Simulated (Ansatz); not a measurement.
# Li16O7F: the cost of one run

Method: DFT, PBE, plane-wave PAW, default files, scalar-relativistic, as far as a step names no other, in Ansatz 0.2.0.

### 1 The starting structure

It takes space group Fm-3m (No. 225, cubic). The conventional cell has a = 9.220 Å, b = 9.220 Å, c = 9.220 Å, α = 90.00°, β = 90.00°, γ = 90.00°. Li (site symmetry 3m) is surrounded by 1 F at 2.00 Å and 3 O at 2.00 Å. Li (site symmetry 3m) has 4 O at 2.00 Å as nearest neighbours. F (site symmetry m-3m) is surrounded by 8 Li at 2.00 Å. O (site symmetry mmm) has 8 Li at 2.00 Å as nearest neighbours. Around O (site symmetry m-3m) lie 8 Li at 2.00 Å.

Coordinates:

```cif
data_structure
_symmetry_space_group_name_H-M 'Fm-3m'
_symmetry_Int_Tables_number 225
_cell_length_a 9.2200
_cell_length_b 9.2200
_cell_length_c 9.2200
_cell_angle_alpha 90.000
_cell_angle_beta 90.000
_cell_angle_gamma 90.000
_cell_volume 783.78
loop_
_atom_site_label
_atom_site_type_symbol
_atom_site_symmetry_multiplicity
_atom_site_Wyckoff_symbol
_atom_site_fract_x
_atom_site_fract_y
_atom_site_fract_z
_atom_site_occupancy
Li1 Li 32 f 0.12500 0.62500 0.62500 1
Li2 Li 32 f 0.62500 0.87500 0.87500 1
F1 F 4 a 0.00000 0.00000 0.00000 1
O1 O 24 d 0.25000 0.25000 0.00000 1
O2 O 4 b 0.50000 0.00000 0.00000 1
```

Atom 17 of the input is the impurity.

### 2 Single point at the given positions

input.yaml

```yaml
crystal:
  lattice:
    - [0.0, 4.61, 4.61]
    - [4.61, 0.0, 4.61]
    - [4.61, 4.61, 0.0]
  atoms:
    - { symbol: Li, position: [0.125, 0.125, 0.125] }
    - { symbol: Li, position: [0.125, 0.125, 0.625] }
    - { symbol: Li, position: [0.125, 0.625, 0.125] }
    - { symbol: Li, position: [0.125, 0.625, 0.625] }
    - { symbol: Li, position: [0.625, 0.125, 0.125] }
    - { symbol: Li, position: [0.625, 0.125, 0.625] }
    - { symbol: Li, position: [0.625, 0.625, 0.125] }
    - { symbol: Li, position: [0.625, 0.625, 0.625] }
    - { symbol: Li, position: [0.375, 0.375, 0.375] }
    - { symbol: Li, position: [0.375, 0.375, 0.875] }
    - { symbol: Li, position: [0.375, 0.875, 0.375] }
    - { symbol: Li, position: [0.375, 0.875, 0.875] }
    - { symbol: Li, position: [0.875, 0.375, 0.375] }
    - { symbol: Li, position: [0.875, 0.375, 0.875] }
    - { symbol: Li, position: [0.875, 0.875, 0.375] }
    - { symbol: Li, position: [0.875, 0.875, 0.875] }
    - { symbol: F, position: [0.0, 0.0, 0.0] }
    - { symbol: O, position: [0.0, 0.0, 0.5] }
    - { symbol: O, position: [0.0, 0.5, 0.0] }
    - { symbol: O, position: [0.0, 0.5, 0.5] }
    - { symbol: O, position: [0.5, 0.0, 0.0] }
    - { symbol: O, position: [0.5, 0.0, 0.5] }
    - { symbol: O, position: [0.5, 0.5, 0.0] }
    - { symbol: O, position: [0.5, 0.5, 0.5] }
total_charge: 1
kpoints:
  mp_grid: { grid: [4, 4, 4] }
scf:
  occupations: { method: fermi_dirac, width: 0.01 }
hamiltonian:
  xc: pbe
  pseudopotentials: { kind: paw }
output:
  forces: true
  stress: true
  populations: true
  efg:
    quadrupole_moments_barn: { Li: -0.0401, O: -0.02558 }
    contact_densities: true
```

Command:

```bash
$ ansatz run input.yaml --threads 1 --pin off --max-ram 3072MiB --backend cpu --events-out ev --progress --plain --runs-dir out
```

What time and memory should one allow on 1 thread of Arm Neoverse V2, shared host?

About 9.5 s, with a peak of 0.49 GiB.
